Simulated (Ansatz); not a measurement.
BeO:
```
CELL_PARAMETERS angstrom
      2.66455     0.00000     0.00000
     -1.33227     2.30756     0.00000
      0.00000     0.00000     4.32935
ATOMIC_POSITIONS crystal
  Be 0.66667 0.33333 0.00024
  Be 0.33333 0.66667 0.50024
  O  0.66667 0.33333 0.37776
  O  0.33333 0.66667 0.87776
```

Cartesian axes are those of the cell as given.

Give the proper piezoelectric stress tensor with relaxed ions from plane-wave PAW LDA (Ansatz code).

In C/m², rows x, y, z, Voigt columns; mesh uncertainty up to 0.00.
```
 0.00   0.00   0.00   0.00  -0.11   0.00
 0.00   0.00   0.00  -0.11   0.00   0.00
-0.26  -0.26   0.45   0.00   0.00   0.00
```

The elastic tensor of the same run (GPa):

```
 464   134  95.8   0.0   0.0   0.0
 134   464  95.8   0.0   0.0   0.0
95.8  95.8   506   0.0   0.0   0.0
 0.0   0.0   0.0   145   0.0   0.0
 0.0   0.0   0.0   0.0   145   0.0
 0.0   0.0   0.0   0.0   0.0   165
```

Convert to strain constants d = e·S.

In pC/N:
```
 0.0   0.0   0.0   0.0  -0.8   0.0
 0.0   0.0   0.0  -0.8   0.0   0.0
-0.6  -0.6   1.1   0.0   0.0   0.0
```

Space group P6_3mc (wurtzite). Symmetry was held in the LDA relaxation; phonons on a q-mesh show no instability.

Potentials: the later of the program's two PAW sets.
